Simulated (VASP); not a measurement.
# CoSi (Pm-3m) in VASP: a series of runs, part 4 of 9

VASP 6.6.1.

### 38 Equation of state, PBEsol, collinear spin, ferromagnetic start, 10.44 Å³/atom

INCAR reads:

```
PREC = Accurate
ENCUT = 550
EDIFF = 1E-7
ISMEAR = 1
SIGMA = 0.15
LREAL = False
LASPH = True
NELM = 100
ALGO = Normal
ISIF = 2
LWAVE = False
LCHARG = False
ISPIN = 2
MAGMOM = 2 0
LORBIT = 11
LMAXMIX = 4
GGA = PS
ADDGRID = False
```

KPOINTS reads:

```
Automatic mesh
0
Gamma
  10 10 10
```

POSCAR reads:

```
CoSi
1.0
    2.7532377962      0.0000000000      0.0000000000
    0.0000000000      2.7532377962      0.0000000000
    0.0000000000      0.0000000000      2.7532377962
Co Si
1 1
Direct
    0.0000000000      0.0000000000      0.0000000000
    0.5000000000      0.5000000000      0.5000000000
```

On the command line:

```bash
$ cat potpaw_PBE.64/Co/POTCAR potpaw_PBE.64/Si/POTCAR > POTCAR
$ mpirun -np 1 vasp_std > vasp.out
```

Wall time 11 s (1 thread of Intel Xeon 6975P-C (Granite Rapids), shared host); peak memory 0.16 GiB.

These settings aren't checked as converged: the numbers below hold their error.

Results:

| Quantity | Value |
| --- | --- |
| Free energy | -14.5507 eV |
| Pressure | 0.2 GPa |
| Band gap on the k mesh | none (metal or under the smearing width) |
| Net moment | 0.51 μB per cell |
| Site moments | Co +0.51; Si +0.01 μB |
| Valence electrons inside the program's atomic spheres | Co 8.70; Si 1.59 |

Caveat: the PAW data sets were made with another functional, which shifts forces and pressure a little.

### 39 Equation of state, PBEsol, collinear spin, ferromagnetic start, 11.08 Å³/atom

INCAR is that of step 38.

KPOINTS is that of step 38.

POSCAR reads:

```
CoSi
1.0
    2.8088737514      0.0000000000      0.0000000000
    0.0000000000      2.8088737514      0.0000000000
    0.0000000000      0.0000000000      2.8088737514
Co Si
1 1
Direct
    0.0000000000      0.0000000000      0.0000000000
    0.5000000000      0.5000000000      0.5000000000
```

Potentials or basis: VASP PAW PBE potentials, release 64 (Co, Si).

On the command line:

```bash
$ cat potpaw_PBE.64/Co/POTCAR potpaw_PBE.64/Si/POTCAR > POTCAR
$ mpirun -np 1 vasp_std > vasp.out
```

Run time: 11 s. Hardware: 1 thread of Intel Xeon 6975P-C (Granite Rapids), shared host; peak memory 0.16 GiB.

These settings aren't checked as converged: the numbers below hold their error.

Results:

* Free energy: -14.5010 eV
* Pressure: -12.0 GPa
* Band gap on the k mesh: none (metal or under the smearing width)
* Net moment: 0.54 μB per cell
* Site moments: Co +0.55; Si +0.01 μB
* Valence electrons inside the program's atomic spheres: Co 8.55; Si 1.55

Caveat: the PAW data sets were made with another functional, which shifts forces and pressure a little.

### 40 Equation of state, PBEsol, collinear spin, ferromagnetic start, 10.44 Å³/atom

INCAR, as its differences from that of step 39:

```diff
@@ -1,3 +1,3 @@
 PREC = Accurate
-ENCUT = 550
+ENCUT = 700
 EDIFF = 1E-7
```

KPOINTS reads:

```
Automatic mesh
0
Gamma
  9 9 9
```

POSCAR reads:

```
CoSi
1.0
    2.7532377962      0.0000000000      0.0000000000
    0.0000000000      2.7532377962      0.0000000000
    0.0000000000      0.0000000000      2.7532377962
Co Si
1 1
Direct
    0.0000000000      0.0000000000      0.0000000000
    0.5000000000      0.5000000000      0.5000000000
```

On the command line:

```bash
$ cat potpaw_PBE.64/Co/POTCAR potpaw_PBE.64/Si/POTCAR > POTCAR
$ mpirun -np 1 vasp_std > vasp.out
```

Wall time 8.3 s (1 thread of Intel Xeon 6975P-C (Granite Rapids), shared host); peak memory 0.16 GiB.

The run converged, but some of its settings lie outside the range that counts as converged, so its numbers aren't taken as properties of the crystal.

Results:

| Quantity | Value |
| --- | --- |
| Free energy | -14.5464 eV |
| Pressure | -0.7 GPa |
| Band gap on the k mesh | none (metal or under the smearing width) |
| Net moment | 0.41 μB per cell |
| Site moments | Co +0.40; Si +0.01 μB |
| Valence electrons inside the program's atomic spheres | Co 8.70; Si 1.58 |

Caveat: the PAW data sets were made with another functional, which shifts forces and pressure a little.

### 41 Equation of state, PBEsol, collinear spin, ferromagnetic start, 11.08 Å³/atom

INCAR is that of step 40.

KPOINTS is that of step 40.

POSCAR reads:

```
CoSi
1.0
    2.8088737514      0.0000000000      0.0000000000
    0.0000000000      2.8088737514      0.0000000000
    0.0000000000      0.0000000000      2.8088737514
Co Si
1 1
Direct
    0.0000000000      0.0000000000      0.0000000000
    0.5000000000      0.5000000000      0.5000000000
```

On the command line:

```bash
$ cat potpaw_PBE.64/Co/POTCAR potpaw_PBE.64/Si/POTCAR > POTCAR
$ mpirun -np 1 vasp_std > vasp.out
```

It took 8.4 s on 1 thread of Intel Xeon 6975P-C (Granite Rapids), shared host; peak memory 0.16 GiB.

The run converged, but some of its settings lie outside the range that counts as converged, so its numbers aren't taken as properties of the crystal.

Results:

* Free energy: -14.4987 eV
* Pressure: -11.2 GPa
* Band gap on the k mesh: none (metal or under the smearing width)
* Net moment: 0.48 μB per cell
* Site moments: Co +0.49; Si +0.01 μB
* Valence electrons inside the program's atomic spheres: Co 8.54; Si 1.56

Caveat: the PAW data sets were made with another functional, which shifts forces and pressure a little.

### 42 Equation of state, PBEsol, collinear spin, ferromagnetic start, 10.44 Å³/atom

INCAR, as its differences from that of step 41:

```diff
@@ -1,3 +1,3 @@
 PREC = Accurate
-ENCUT = 700
+ENCUT = 400
 EDIFF = 1E-7
```

KPOINTS reads:

```
Automatic mesh
0
Gamma
  12 12 12
```

POSCAR reads:

```
CoSi
1.0
    2.7532377962      0.0000000000      0.0000000000
    0.0000000000      2.7532377962      0.0000000000
    0.0000000000      0.0000000000      2.7532377962
Co Si
1 1
Direct
    0.0000000000      0.0000000000      0.0000000000
    0.5000000000      0.5000000000      0.5000000000
```

Potentials or basis: VASP PAW PBE potentials, release 64 (Co, Si).

On the command line:

```bash
$ cat potpaw_PBE.64/Co/POTCAR potpaw_PBE.64/Si/POTCAR > POTCAR
$ mpirun -np 1 vasp_std > vasp.out
```

Wall time 11 s (1 thread of Intel Xeon 6975P-C (Granite Rapids), shared host); peak memory 0.14 GiB.

The run converged, but some of its settings lie outside the range that counts as converged, so its numbers aren't taken as properties of the crystal.

What came out:

```yaml
Free_energy: -14.5492 eV
Pressure: -0.7 GPa
Band_gap_on_the_k_mesh: none (metal or under the smearing width)
Net_moment: 0.45 μB per cell
Site_moments: Co +0.45; Si +0.01 μB
Valence_electrons_inside_the_program's_atomic_spheres: Co 8.70; Si 1.58
```

Caveat: the PAW data sets were made with another functional, which shifts forces and pressure a little.

### 43 Equation of state, PBEsol, collinear spin, ferromagnetic start, 11.08 Å³/atom

INCAR is that of step 42.

KPOINTS is that of step 42.

POSCAR reads:

```
CoSi
1.0
    2.8088737514      0.0000000000      0.0000000000
    0.0000000000      2.8088737514      0.0000000000
    0.0000000000      0.0000000000      2.8088737514
Co Si
1 1
Direct
    0.0000000000      0.0000000000      0.0000000000
    0.5000000000      0.5000000000      0.5000000000
```

On the command line:

```bash
$ cat potpaw_PBE.64/Co/POTCAR potpaw_PBE.64/Si/POTCAR > POTCAR
$ mpirun -np 1 vasp_std > vasp.out
```

Run time: 11 s. Hardware: 1 thread of Intel Xeon 6975P-C (Granite Rapids), shared host; peak memory 0.14 GiB.

These settings aren't checked as converged: the numbers below hold their error.

Results:

* Free energy: -14.4970 eV
* Pressure: -11.9 GPa
* Band gap on the k mesh: none (metal or under the smearing width)
* Net moment: 0.60 μB per cell
* Site moments: Co +0.60; Si +0.02 μB
* Valence electrons inside the program's atomic spheres: Co 8.54; Si 1.56

Caveat: the PAW data sets were made with another functional, which shifts forces and pressure a little.

### 44 Equation of state, PBEsol, collinear spin, ferromagnetic start, 10.44 Å³/atom

INCAR, as its differences from that of step 43:

```diff
@@ -1,3 +1,3 @@
 PREC = Accurate
-ENCUT = 400
+ENCUT = 450
 EDIFF = 1E-7
```

KPOINTS is that of step 43.

POSCAR reads:

```
CoSi
1.0
    2.7532377962      0.0000000000      0.0000000000
    0.0000000000      2.7532377962      0.0000000000
    0.0000000000      0.0000000000      2.7532377962
Co Si
1 1
Direct
    0.0000000000      0.0000000000      0.0000000000
    0.5000000000      0.5000000000      0.5000000000
```

On the command line:

```bash
$ cat potpaw_PBE.64/Co/POTCAR potpaw_PBE.64/Si/POTCAR > POTCAR
$ mpirun -np 1 vasp_std > vasp.out
```

Wall time 13 s (1 thread of Intel Xeon 6975P-C (Granite Rapids), shared host); peak memory 0.15 GiB.

The run converged, but some of its settings lie outside the range that counts as converged, so its numbers aren't taken as properties of the crystal.

What came out:

- Free energy: -14.5482 eV
- Pressure: -0.5 GPa
- Band gap on the k mesh: none (metal or under the smearing width)
- Net moment: 0.45 μB per cell
- Site moments: Co +0.45; Si +0.01 μB
- Valence electrons inside the program's atomic spheres: Co 8.70; Si 1.58

Caveat: the PAW data sets were made with another functional, which shifts forces and pressure a little.

### 45 Equation of state, PBEsol, collinear spin, ferromagnetic start, 11.08 Å³/atom

INCAR is that of step 44.

KPOINTS is that of step 44.

POSCAR reads:

```
CoSi
1.0
    2.8088737514      0.0000000000      0.0000000000
    0.0000000000      2.8088737514      0.0000000000
    0.0000000000      0.0000000000      2.8088737514
Co Si
1 1
Direct
    0.0000000000      0.0000000000      0.0000000000
    0.5000000000      0.5000000000      0.5000000000
```

Potentials or basis: VASP PAW PBE potentials, release 64 (Co, Si).

On the command line:

```bash
$ cat potpaw_PBE.64/Co/POTCAR potpaw_PBE.64/Si/POTCAR > POTCAR
$ mpirun -np 1 vasp_std > vasp.out
```

Run time: 13 s. Hardware: 1 thread of Intel Xeon 6975P-C (Granite Rapids), shared host; peak memory 0.15 GiB.

The run converged, but some of its settings lie outside the range that counts as converged, so its numbers aren't taken as properties of the crystal.

What came out:

| Quantity | Value |
| --- | --- |
| Free energy | -14.4958 eV |
| Pressure | -11.7 GPa |
| Band gap on the k mesh | none (metal or under the smearing width) |
| Net moment | 0.60 μB per cell |
| Site moments | Co +0.60; Si +0.02 μB |
| Valence electrons inside the program's atomic spheres | Co 8.54; Si 1.56 |

Caveat: the PAW data sets were made with another functional, which shifts forces and pressure a little.

### 46 Equation of state, PBEsol, collinear spin, ferromagnetic start, 10.44 Å³/atom

INCAR, as its differences from that of step 45:

```diff
@@ -4,3 +4,3 @@
 ISMEAR = 1
-SIGMA = 0.15
+SIGMA = 0.4
 LREAL = False
```

KPOINTS is that of step 45.

POSCAR reads:

```
CoSi
1.0
    2.7532377962      0.0000000000      0.0000000000
    0.0000000000      2.7532377962      0.0000000000
    0.0000000000      0.0000000000      2.7532377962
Co Si
1 1
Direct
    0.0000000000      0.0000000000      0.0000000000
    0.5000000000      0.5000000000      0.5000000000
```

On the command line:

```bash
$ cat potpaw_PBE.64/Co/POTCAR potpaw_PBE.64/Si/POTCAR > POTCAR
$ mpirun -np 1 vasp_std > vasp.out
```

Wall time 13 s (1 thread of Intel Xeon 6975P-C (Granite Rapids), shared host); peak memory 0.15 GiB.

The run converged, but some of its settings lie outside the range that counts as converged, so its numbers aren't taken as properties of the crystal.

Results:

| Property | Result |
| --- | --- |
| Free energy | -14.5571 eV |
| Pressure | -0.2 GPa |
| Band gap on the k mesh | none (metal or under the smearing width) |
| Net moment | 0.47 μB per cell |
| Site moments | Co +0.47; Si +0.01 μB |
| Valence electrons inside the program's atomic spheres | Co 8.70; Si 1.59 |

Caveat: the PAW data sets were made with another functional, which shifts forces and pressure a little.

### 47 Equation of state, PBEsol, collinear spin, ferromagnetic start, 11.08 Å³/atom

INCAR is that of step 46.

KPOINTS is that of step 46.

POSCAR reads:

```
CoSi
1.0
    2.8088737514      0.0000000000      0.0000000000
    0.0000000000      2.8088737514      0.0000000000
    0.0000000000      0.0000000000      2.8088737514
Co Si
1 1
Direct
    0.0000000000      0.0000000000      0.0000000000
    0.5000000000      0.5000000000      0.5000000000
```

On the command line:

```bash
$ cat potpaw_PBE.64/Co/POTCAR potpaw_PBE.64/Si/POTCAR > POTCAR
$ mpirun -np 1 vasp_std > vasp.out
```

It took 13 s on 1 thread of Intel Xeon 6975P-C (Granite Rapids), shared host; peak memory 0.15 GiB.

The run converged, but some of its settings lie outside the range that counts as converged, so its numbers aren't taken as properties of the crystal.

Results:

```
Free energy                                           : -14.5063 eV
Pressure                                              : -11.9 GPa
Band gap on the k mesh                                : none (metal or under the smearing width)
Net moment                                            : 0.55 μB per cell
Site moments                                          : Co +0.56; Si +0.01 μB
Valence electrons inside the program's atomic spheres : Co 8.54; Si 1.56
```

Caveat: the PAW data sets were made with another functional, which shifts forces and pressure a little.

### 48 Equation of state, PBEsol, collinear spin, ferromagnetic start, 10.44 Å³/atom

INCAR, as its differences from that of step 47:

```diff
@@ -4,3 +4,3 @@
 ISMEAR = 1
-SIGMA = 0.4
+SIGMA = 0.2
 LREAL = False
```

KPOINTS is that of step 47.

POSCAR reads:

```
CoSi
1.0
    2.7532377962      0.0000000000      0.0000000000
    0.0000000000      2.7532377962      0.0000000000
    0.0000000000      0.0000000000      2.7532377962
Co Si
1 1
Direct
    0.0000000000      0.0000000000      0.0000000000
    0.5000000000      0.5000000000      0.5000000000
```

Potentials or basis: VASP PAW PBE potentials, release 64 (Co, Si).

On the command line:

```bash
$ cat potpaw_PBE.64/Co/POTCAR potpaw_PBE.64/Si/POTCAR > POTCAR
$ mpirun -np 1 vasp_std > vasp.out
```

It took 13 s on 1 thread of Intel Xeon 6975P-C (Granite Rapids), shared host; peak memory 0.15 GiB.

The run converged, but some of its settings lie outside the range that counts as converged, so its numbers aren't taken as properties of the crystal.

What came out:

```yaml
Free_energy: -14.5496 eV
Pressure: -0.5 GPa
Band_gap_on_the_k_mesh: none (metal or under the smearing width)
Net_moment: 0.45 μB per cell
Site_moments: Co +0.45; Si +0.01 μB
Valence_electrons_inside_the_program's_atomic_spheres: Co 8.70; Si 1.58
```

Caveat: the PAW data sets were made with another functional, which shifts forces and pressure a little.

### 49 Equation of state, PBEsol, collinear spin, ferromagnetic start, 11.08 Å³/atom

INCAR is that of step 48.

KPOINTS is that of step 48.

POSCAR reads:

```
CoSi
1.0
    2.8088737514      0.0000000000      0.0000000000
    0.0000000000      2.8088737514      0.0000000000
    0.0000000000      0.0000000000      2.8088737514
Co Si
1 1
Direct
    0.0000000000      0.0000000000      0.0000000000
    0.5000000000      0.5000000000      0.5000000000
```

On the command line:

```bash
$ cat potpaw_PBE.64/Co/POTCAR potpaw_PBE.64/Si/POTCAR > POTCAR
$ mpirun -np 1 vasp_std > vasp.out
```

Run time: 13 s. Hardware: 1 thread of Intel Xeon 6975P-C (Granite Rapids), shared host; peak memory 0.15 GiB.

These settings aren't checked as converged: the numbers below hold their error.

What came out:

```
Free energy                                           : -14.4973 eV
Pressure                                              : -11.7 GPa
Band gap on the k mesh                                : none (metal or under the smearing width)
Net moment                                            : 0.59 μB per cell
Site moments                                          : Co +0.58; Si +0.02 μB
Valence electrons inside the program's atomic spheres : Co 8.54; Si 1.56
```

Caveat: the PAW data sets were made with another functional, which shifts forces and pressure a little.

### 50 Equation of state, PBEsol, collinear spin, ferromagnetic start, 10.44 Å³/atom

INCAR, as its differences from that of step 49:

```diff
@@ -4,3 +4,3 @@
 ISMEAR = 1
-SIGMA = 0.2
+SIGMA = 0.1
 LREAL = False
```

KPOINTS is that of step 49.

POSCAR reads:

```
CoSi
1.0
    2.7532377962      0.0000000000      0.0000000000
    0.0000000000      2.7532377962      0.0000000000
    0.0000000000      0.0000000000      2.7532377962
Co Si
1 1
Direct
    0.0000000000      0.0000000000      0.0000000000
    0.5000000000      0.5000000000      0.5000000000
```

On the command line:

```bash
$ cat potpaw_PBE.64/Co/POTCAR potpaw_PBE.64/Si/POTCAR > POTCAR
$ mpirun -np 1 vasp_std > vasp.out
```

Run time: 13 s. Hardware: 1 thread of Intel Xeon 6975P-C (Granite Rapids), shared host; peak memory 0.15 GiB.

The run converged, but some of its settings lie outside the range that counts as converged, so its numbers aren't taken as properties of the crystal.

Results:

```yaml
Free_energy: -14.5472 eV
Pressure: -0.5 GPa
Band_gap_on_the_k_mesh: none (metal or under the smearing width)
Net_moment: 0.45 μB per cell
Site_moments: Co +0.45; Si +0.01 μB
Valence_electrons_inside_the_program's_atomic_spheres: Co 8.70; Si 1.58
```

Caveat: the PAW data sets were made with another functional, which shifts forces and pressure a little.

### 51 Equation of state, PBEsol, collinear spin, ferromagnetic start, 11.08 Å³/atom

INCAR is that of step 50.

KPOINTS is that of step 50.

POSCAR reads:

```
CoSi
1.0
    2.8088737514      0.0000000000      0.0000000000
    0.0000000000      2.8088737514      0.0000000000
    0.0000000000      0.0000000000      2.8088737514
Co Si
1 1
Direct
    0.0000000000      0.0000000000      0.0000000000
    0.5000000000      0.5000000000      0.5000000000
```

Potentials or basis: VASP PAW PBE potentials, release 64 (Co, Si).

On the command line:

```bash
$ cat potpaw_PBE.64/Co/POTCAR potpaw_PBE.64/Si/POTCAR > POTCAR
$ mpirun -np 1 vasp_std > vasp.out
```

Run time: 14 s. Hardware: 1 thread of Intel Xeon 6975P-C (Granite Rapids), shared host; peak memory 0.15 GiB.

The run converged, but some of its settings lie outside the range that counts as converged, so its numbers aren't taken as properties of the crystal.

What came out:

| Item | Value |
| --- | --- |
| Free energy | -14.4949 eV |
| Pressure | -11.6 GPa |
| Band gap on the k mesh | none (metal or under the smearing width) |
| Net moment | 0.62 μB per cell |
| Site moments | Co +0.61; Si +0.02 μB |
| Valence electrons inside the program's atomic spheres | Co 8.54; Si 1.56 |

Caveat: the PAW data sets were made with another functional, which shifts forces and pressure a little.

### 52 Equation of state, PBEsol, collinear spin, ferromagnetic start, 10.44 Å³/atom

INCAR, as its differences from that of step 51:

```diff
@@ -4,3 +4,3 @@
 ISMEAR = 1
-SIGMA = 0.1
+SIGMA = 0.05
 LREAL = False
```

KPOINTS is that of step 51.

POSCAR reads:

```
CoSi
1.0
    2.7532377962      0.0000000000      0.0000000000
    0.0000000000      2.7532377962      0.0000000000
    0.0000000000      0.0000000000      2.7532377962
Co Si
1 1
Direct
    0.0000000000      0.0000000000      0.0000000000
    0.5000000000      0.5000000000      0.5000000000
```

On the command line:

```bash
$ cat potpaw_PBE.64/Co/POTCAR potpaw_PBE.64/Si/POTCAR > POTCAR
$ mpirun -np 1 vasp_std > vasp.out
```

Wall time 13 s (1 thread of Intel Xeon 6975P-C (Granite Rapids), shared host); peak memory 0.15 GiB.

The run converged, but some of its settings lie outside the range that counts as converged, so its numbers aren't taken as properties of the crystal.

What came out:

| Property | Result |
| --- | --- |
| Free energy | -14.5465 eV |
| Pressure | -0.5 GPa |
| Band gap on the k mesh | none (metal or under the smearing width) |
| Net moment | 0.44 μB per cell |
| Site moments | Co +0.44; Si +0.01 μB |
| Valence electrons inside the program's atomic spheres | Co 8.70; Si 1.58 |

Caveat: the PAW data sets were made with another functional, which shifts forces and pressure a little.

(Continued in part 5 of 9.)
